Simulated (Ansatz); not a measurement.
Set up this calculation in Ansatz 0.2.0, as the native input.

```yaml
Task: band structure
Functional: PBEsol0
Potentials_or_basis: Ansatz PAW
Cutoff: "420 eV (not typed: the program's choice for these potentials)"
k_mesh: 5 × 5 × 5
Occupations: fermi-dirac, width 0.05 eV
Spin: no spin polarisation
Path: "[[\"G\", \"X\", \"W\", \"K\", \"G\", \"L\", \"U\", \"W\", \"L\", \"K\"], [\"U\", \"X\"]]"
Points_for_each_segment_of_the_path: 4
```

The system is Si.

```
CELL_PARAMETERS angstrom
0.00000 2.72185 2.72185
2.72185 0.00000 2.72185
2.72185 2.72185 0.00000
ATOMIC_POSITIONS crystal
Si 0.50000 0.50000 0.50000
Si 0.75000 0.75000 0.75000
```

The input as run:

input.yaml

```yaml
crystal:
  lattice:
    - [0.0, 2.7218511865, 2.7218511865]
    - [2.7218511865, 0.0, 2.7218511865]
    - [2.7218511865, 2.7218511865, 0.0]
  atoms:
    - { symbol: Si, position: [0.5, 0.5, 0.5] }
    - { symbol: Si, position: [0.75, 0.75, 0.75] }
hamiltonian:
  xc: { exchange: pbesol, correlation: pbesol, exx: { coeff: 0.25 } }
  pseudopotentials: { kind: paw }
kpoints:
  mp_grid: { grid: [5, 5, 5] }
  band_path:
    path:
      - [[0.0, 0.0, 0.0], [0.5, 0.0, 0.5], [0.5, 0.25, 0.75], [0.375, 0.375, 0.75], [0.0, 0.0, 0.0], [0.5, 0.5, 0.5], [0.625, 0.25, 0.625], [0.5, 0.25, 0.75], [0.5, 0.5, 0.5], [0.375, 0.375, 0.75]]
      - [[0.625, 0.25, 0.625], [0.5, 0.0, 0.5]]
    npoints: 4
scf:
  occupations: { method: fermi_dirac, width: 0.05 }
  n_extra_bands: 6
output:
  forces: true
  stress: true
  eigenvalues: true
  fatbands: false
  write_density: true
  write_potential: true
  elf: true
  volumetric_format: npy
```

Potentials or basis: Ansatz PAW.

Run with:

```sh
$ ansatz run input.yaml --threads 2 --pin off --max-ram 5632MiB --backend cpu --events-out ev --progress --plain --runs-dir out
```

It gave:

* Pressure: -1.4 GPa
* Band gap on the k mesh: 1.74 eV, indirect (least direct gap 3.96 eV)
* Band gap along the path: 1.78 eV, indirect (least direct gap 3.96 eV)

Caveat: the PAW data sets come from PBE, with cores solved anew for the run's functional, which leaves a small shift of forces and pressure; the thresholds are loose for stress.

Wall time 85 s on 2 threads of Intel(R) Xeon(R) Platinum 8259CL CPU @ 2.50GHz (Skylake/Cascade Lake), with other jobs on the host, peak memory 0.59 GiB.
